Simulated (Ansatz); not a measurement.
# TiPbO$_{3}$: frozen-core PAW against all-electron methods

```xyz
5
Lattice="3.8992 0.0000 0.0000 0.0000 3.8992 0.0000 0.0000 0.0000 4.1499" Properties=species:S:1:pos:R:3 pbc="T T T"
Ti    1.9496    1.9496    2.2335
Pb    0.0000    0.0000    0.0000
O     1.9496    1.9496    0.4689
O     1.9496    0.0000    2.5522
O     0.0000    1.9496    2.5522
```

Atom numbers follow the list: Ti1, Pb2, O3, O4, O5.

The geometry is COD entry 2107521, unchecked; take it as a test cell.

Spin–orbit coupling is left out, though it moves levels of the heavy atoms by tenths of an eV or more.

All numbers are computed: DFT, PBE, PAW with Ansatz's default frozen-core files, scalar-relativistic (Ansatz 0.2.0); DFT, PBE, all-electron LAPW, scalar-relativistic (Ansatz 0.2.0).

For PAW: a Γ-centred 9×9×8 k mesh, Fermi–Dirac smearing of 0.03 eV, cutoff 420 eV, no spin polarisation. LAPW targets a basis error of 0.5 meV/atom. The Ansatz runs share mesh, smearing and spin set-up. Plane-wave (PAW) pressures include the program's estimate of the Pulay term.

Stress and pressure are positive in compression.

Levels count from the top of the valence band.

PAW results:

```
                      quantity     PAW
                pressure (GPa)    5.25
               stress xx (GPa)    4.76
               stress zz (GPa)    6.25
        force on Ti1, z (eV/Å)   0.109
        force on Pb2, z (eV/Å)   0.098
         force on O3, z (eV/Å)  -0.283
         force on O4, z (eV/Å)   0.038
                 band gap (eV)   1.770
highest filled level at A (eV)  -0.546
  lowest empty level at A (eV)   3.452
highest filled level at Z (eV)  -0.403
  lowest empty level at Z (eV)   1.770
highest filled level at M (eV)  -0.520
  lowest empty level at M (eV)   3.298
```

What does LAPW (all electrons) give for the same quantities?


```json
{"quantity": "pressure (GPa)", "LAPW": "5.24"}
{"quantity": "stress xx (GPa)", "LAPW": "4.76"}
{"quantity": "stress zz (GPa)", "LAPW": "6.18"}
{"quantity": "force on Ti1, z (eV/Å)", "LAPW": "0.099"}
{"quantity": "force on Pb2, z (eV/Å)", "LAPW": "0.099"}
{"quantity": "force on O3, z (eV/Å)", "LAPW": "-0.273"}
{"quantity": "force on O4, z (eV/Å)", "LAPW": "0.038"}
{"quantity": "band gap (eV)", "LAPW": "1.764"}
{"quantity": "highest filled level at A (eV)", "LAPW": "-0.545"}
{"quantity": "lowest empty level at A (eV)", "LAPW": "3.451"}
{"quantity": "highest filled level at Z (eV)", "LAPW": "-0.403"}
{"quantity": "lowest empty level at Z (eV)", "LAPW": "1.764"}
{"quantity": "highest filled level at M (eV)", "LAPW": "-0.519"}
{"quantity": "lowest empty level at M (eV)", "LAPW": "3.297"}
```
